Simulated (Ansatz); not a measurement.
Steps from a short run of molecular dynamics on a 2×2×1 supercell (16 atoms) of MgO (wurtzite), relaxed with r2SCAN; forces from PBE in the plane-wave code Ansatz, 3×3×4 mesh, Fermi-Dirac smearing of 0.020 eV, a Langevin thermostat at fixed volume, set at 200 K. Classical nuclei, no spin polarisation; a few dozen steps show the first response, not equilibrium. The structure comes from a prototype and may be hypothetical.

Cell vectors in Å:
```
 6.5764  0.0000  0.0000
-3.2882  5.6954  0.0000
 0.0000  0.0000  5.0344
```

**Question.** At 15 fs the positions in Å are
```
Mg   0.024   1.908  -0.024
Mg   1.662   0.980   2.414
O    0.026   1.833   1.954
O    1.593   0.921   4.428
Mg  -1.624   4.791  -0.050
Mg  -0.035   3.812   2.497
O   -1.599   4.773   1.960
O   -0.058   3.773   4.505
Mg   3.301   1.905  -0.095
Mg   4.907   0.955   2.420
O    3.243   1.898   1.987
O    4.922   0.970   4.528
Mg   1.639   4.722  -0.025
Mg   3.301   3.810   2.421
O    1.666   4.748   1.965
O    3.254   3.781   4.430
```
What are the forces, and how far does the free energy (smearing included) lie above that of step 0, with the atoms on their sites?

**Answer.** 20.5 meV an atom; forces in eV/Å:
```
Mg  -0.393  -0.358  -0.137
Mg  -0.437  -0.594   0.777
O   -0.614   1.003  -0.046
O    0.704   0.609   0.108
Mg  -0.669  -0.569   0.057
Mg   0.697  -0.577   0.017
O   -0.517  -0.176  -0.377
O    0.638   0.322  -0.314
Mg  -0.601  -0.094   0.267
Mg   0.278  -0.058   0.598
O    0.874   0.409  -0.771
O    0.184  -0.445  -0.539
Mg  -0.148   0.281  -0.236
Mg   0.108   0.088   0.451
O   -0.540  -0.151  -0.109
O    0.438   0.310   0.256
```

**Question.** At 18 fs the positions in Å are
```
Mg   0.023   1.905  -0.026
Mg   1.668   0.978   2.410
O    0.019   1.836   1.958
O    1.594   0.921   4.424
Mg  -1.621   4.800  -0.049
Mg  -0.034   3.812   2.501
O   -1.598   4.777   1.962
O   -0.059   3.771   4.515
Mg   3.299   1.902  -0.104
Mg   4.902   0.958   2.416
O    3.247   1.908   1.985
O    4.915   0.965   4.537
Mg   1.633   4.721  -0.022
Mg   3.303   3.814   2.416
O    1.667   4.742   1.964
O    3.252   3.780   4.425
```
What are the forces, and how far does the free energy (smearing included) lie above that of step 0, with the atoms on their sites?

**Answer.** 21.6 meV an atom; forces in eV/Å:
```
Mg  -0.429  -0.357  -0.098
Mg  -0.529  -0.461   0.769
O   -0.466   0.927  -0.053
O    0.680   0.658   0.111
Mg  -0.721  -0.719   0.051
Mg   0.668  -0.579   0.014
O   -0.462  -0.185  -0.398
O    0.606   0.337  -0.393
Mg  -0.608   0.006   0.317
Mg   0.310  -0.144   0.607
O    0.786   0.300  -0.779
O    0.256  -0.433  -0.609
Mg  -0.053   0.224  -0.266
Mg   0.112   0.089   0.499
O   -0.596  -0.033  -0.071
O    0.443   0.371   0.298
```

**Question.** At 21 fs the positions in Å are
```
Mg   0.021   1.900  -0.028
Mg   1.673   0.978   2.408
O    0.007   1.845   1.960
O    1.600   0.922   4.421
Mg  -1.621   4.803  -0.046
Mg  -0.029   3.809   2.508
O   -1.601   4.779   1.965
O   -0.054   3.771   4.523
Mg   3.294   1.899  -0.113
Mg   4.897   0.962   2.416
O    3.254   1.919   1.979
O    4.908   0.958   4.545
Mg   1.628   4.721  -0.022
Mg   3.307   3.815   2.413
O    1.663   4.732   1.964
O    3.254   3.779   4.418
```
What are the forces, and how far does the free energy (smearing included) lie above that of step 0, with the atoms on their sites?

**Answer.** 20.4 meV an atom; forces in eV/Å:
```
Mg  -0.459  -0.318  -0.059
Mg  -0.608  -0.322   0.711
O   -0.256   0.766  -0.025
O    0.597   0.655   0.113
Mg  -0.704  -0.811   0.029
Mg   0.554  -0.533  -0.025
O   -0.357  -0.173  -0.406
O    0.515   0.319  -0.442
Mg  -0.551   0.116   0.381
Mg   0.346  -0.258   0.572
O    0.617   0.138  -0.743
O    0.329  -0.385  -0.681
Mg   0.042   0.145  -0.242
Mg   0.068   0.139   0.509
O   -0.546   0.119  -0.051
O    0.412   0.402   0.359
```
